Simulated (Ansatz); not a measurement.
The system is BN.

```
CELL_PARAMETERS angstrom
2.49824 0.00000 0.00000
-1.24912 2.16354 0.00000
0.00000 0.00000 6.63570
ATOMIC_POSITIONS crystal
N 0.66667 0.33333 0.25000
N 0.33333 0.66667 0.75000
B 0.66667 0.33333 0.75000
B 0.33333 0.66667 0.25000
```

Below is the output of Ansatz 0.2.0 for this cell. Logs are shortened: lines on timing, memory, paths and dates and some standing lists are left out, and cuts for length are marked.

```text
Warning: RAYON_NUM_THREADS=2 ignored (pool sized by the plan → 2); use --threads N
Engine: ansatz 0.2.0, x86_64-unknown-linux-gnu
Pseudopotentials: kind: paw
Pseudopotential: N, paw, valence charge 5, recommended cutoff 420 eV (normal), N.paw.azcp
Pseudopotential: B, paw, valence charge 3, recommended cutoff 420 eV (normal), B.paw.azcp
Functional definition: PBE
  parameter kappa = 0.804
  parameter beta = 0.06672455060314922
  exchange = pbe_x(kappa = kappa, mu = beta*pi^2/3)
  correlation = pbe_c(beta = beta)
Crystal: 4 atoms, lattice volume = 35.866 Å³
Basis set: ecut = 420 eV, 689 PW (Γ), exchange–correlation on 36×36×90 points (8 copies of the dense FFT grid, shifted against one another)
Bands: 12, of which v1, the nominal top of the filled ones, is band 8 counted from 1 (7 counted from 0)
Symmetry: 24 space group operations
Space group: P63/mmc (ITA 194), of the structure as read, at distance tolerance 3.3e-5 Å
k-points: 57 of 576
Non-local potential: N, projectors of the file, l = 0: 2, l = 1: 2, l = 2: 1
Non-local potential: B, projectors of the file, l = 0: 2, l = 1: 2, l = 2: 1
PAW form: soft (Blöchl's): semilocal exchange-correlation on the pseudo side does not see the compensation charge
PAW one-centre angular grid: N, 110 points (default); XC on 64 Gauss nodes
PAW one-centre angular grid: B, 110 points (default); XC on 64 Gauss nodes
Initial density: superposition of atomic densities (neutral atoms: chi_scale 0, normalization atom), corrected by the library's trained network
Initial wavefunctions: pseudopotential atomic-orbital guess
Functional: x = pbe(κ = 0.804, μ = 0.2195149727645171), c = pbe(β = 0.06672455060314922)
SCF iter   1: F=—  HF=-1084.800437 eV  |F-HF|=—  |Δ(HF+E_count)|=         —  Δρ=1.47e-3  dr2=2.09e-4  ethr=1.77e-3  ⟨swp⟩=6.3  Hψ=4292  notcnv=0
preconditioner: auto → none  [insulator: Δε(μ)=4.289 eV  Ē_g=15.893 eV  σ=0.023 eV  W_gap=1.00  n_scr=4 (ndim 8)  ℏωp=24.8 eV  f_vac=0.022  D(μ)=0.00/eV (n_scr^D=0)  ε∞_Penn≈3.4]
SCF iter   2: F=—  HF=-1084.801478 eV  |F-HF|=—  |Δ(HF+E_count)|=   1.04e-3  Δρ=7.40e-4  dr2=4.18e-5  ethr=1.31e-6  ⟨swp⟩=2.2  Hψ=1747  notcnv=0
SCF iter   3: F=—  HF=-1084.801783 eV  |F-HF|=—  |Δ(HF+E_count)|=   3.05e-4  Δρ=3.30e-4  dr2=8.78e-6  ethr=2.61e-7  ⟨swp⟩=2.0  Hψ=1108  notcnv=0
iter 4 did not close the SCF: its close was put off for the readings that it lacked (scf_convergence_deferred on its scf_iter line)
SCF iter   4: F=-1084.801853 eV  HF=-1084.801853 eV  |F-HF|=3.46e-7  |Δ(HF+E_count)|=   7.04e-5  Δρ=2.37e-5  dr2=6.82e-8  ethr=5.49e-8  ⟨swp⟩=2.1  Hψ=1140  notcnv=0
iter 5 did not close the SCF: its close was put off for the readings that it lacked (scf_convergence_deferred on its scf_iter line)
SCF iter   5: F=-1084.801853 eV  HF=-1084.801853 eV  |F-HF|=5.94e-9  |Δ(HF+E_count)|=   3.78e-7  Δρ=4.60e-6  dr2=4.88e-9  ethr=4.26e-10  ⟨swp⟩=2.0  Hψ=1136  notcnv=0
SCF iter   6: F=-1084.801853 eV  HF=-1084.801853 eV  |F-HF|=1.96e-10  |Δ(HF+E_count)|=   8.27e-9  Δρ=6.08e-7  dr2=7.71e-11  ethr=3.05e-11  ⟨swp⟩=1.5  Hψ=2117  notcnv=0
SCF 1 converged in 6 iterations: F = -1084.801853 eV  dr2 = 7.71e-11
  greatest PAW one-centre occupation: 0.798 electrons in one spin orbital (limit 2), on the N atom at site 1 (counted from 0), in its partial waves of l = 0
SCF converged after 6 iterations
Free energy (F): -1084.801853 eV
Harris-Foulkes:  -1084.801853 eV  (|F-HF|=1.96e-10)
Internal energy: -1084.801853 eV  (E = F + TS)
E sigma→0 (E₀):  -1084.801853 eV
Fermi energy:    6.940193 eV
--- Per-component energies (eV) ---
  E_band       = -37.450009
  E_kinetic    = 367.634158
  E_local      = -693.889877  (includes V_loc(G=0)·N_el)
  E_nonlocal   = 115.817588
  E_hartree    = 223.929406
  E_xc         = -184.631246
  E_vxc        = -229.080225  (∫ρ·V_xc dr)
  E_paw        = -413.730872  (= ΣΔE_a)
  E_vpaw       = -45.790782  (= ΣTr[D̂ρ^β])
  E_aug_tail   = 0.000198  (compensation charges beyond the density's cutoff)
  E_ewald      = -499.931209
  E_smearing   = -0.000000  (= −TS)
  E_closure    = -0.000000  (closes the sum)
  Σ components = -1084.801853   (vs F -1084.801853, Δ=0.00e0)
--- Forces (eV/Å), atoms counted from 1 ---
  atom   1  N      0.00000000     0.00000000     0.00000000
  atom   2  N     -0.00000000    -0.00000000    -0.00000000
  atom   3  B     -0.00000000     0.00000000     0.00000000
  atom   4  B     -0.00000000    -0.00000000    -0.00000000
  max |Σ_I F_I| component: 3.05e-16 eV/Å
--- Stress (GPa, compression-positive) ---
        6.119355      -0.000000       0.000000
        0.000000       6.119355       0.000000
        0.000000       0.000000       2.984651
  P = ⅓ Tr σ = 5.0745 GPa (50.745 kbar)
--- Band table (eV; the first three rows and the last of 57) ---
  k-point 0: bands = ["-13.0436", "-12.7483", "-1.4564", "0.6704", "3.4723", "3.4723", "3.5094", "3.5094", "10.0608", "15.1420", "16.4271", "16.4271"]
  k-point 1: bands = ["-13.0025", "-12.7940", "-1.1968", "0.2862", "3.4778", "3.4778", "3.5036", "3.5036", "10.7627", "14.2440", "16.4450", "16.4450"]
  k-point 2: bands = ["-12.9007", "-12.9007", "-0.5146", "-0.5146", "3.4903", "3.4903", "3.4903", "3.4903", "12.4359", "12.4359", "16.4878", "16.4878"]
  k-point 56: bands = ["-9.2021", "-9.2021", "-3.1384", "-3.1384", "-2.3641", "-2.3641", "4.7929", "4.7929", "9.4565", "9.4565", "16.8378", "16.8378"]
```

Q: Write the input and the command behind it.

A: Single point with PBE, no spin polarisation. The files as run (others can give the same):

input.yaml
```yaml
crystal:
  lattice:
    - [2.49824, 0.0, 0.0]
    - [-1.24912, 2.1635393048, 0.0]
    - [0.0, 0.0, 6.6357]
  atoms:
    - { symbol: "N", position: [0.6666666667, 0.3333333333, 0.25] }
    - { symbol: "N", position: [0.3333333333, 0.6666666667, 0.75] }
    - { symbol: B, position: [0.6666666667, 0.3333333333, 0.75] }
    - { symbol: B, position: [0.3333333333, 0.6666666667, 0.25] }
hamiltonian:
  xc: pbe
  pseudopotentials: { kind: paw }
kpoints:
  mp_grid: { grid: [12, 12, 4] }
scf:
  occupations: { method: gaussian, width: 0.023 }
output:
  forces: true
  stress: true
  eigenvalues: true
```

Potentials or basis: Ansatz PAW.
Run with:
```bash
$ ansatz run input.yaml --threads 2 --pin off --max-ram 5632MiB --backend cpu --events-out ev --progress --plain --runs-dir out
```

Caveat: the pressure holds a Pulay correction of +0.6 GPa for the finite cutoff; this functional lacks dispersion, which binds the layers, so the pressure and a relaxed spacing across them are unreliable.
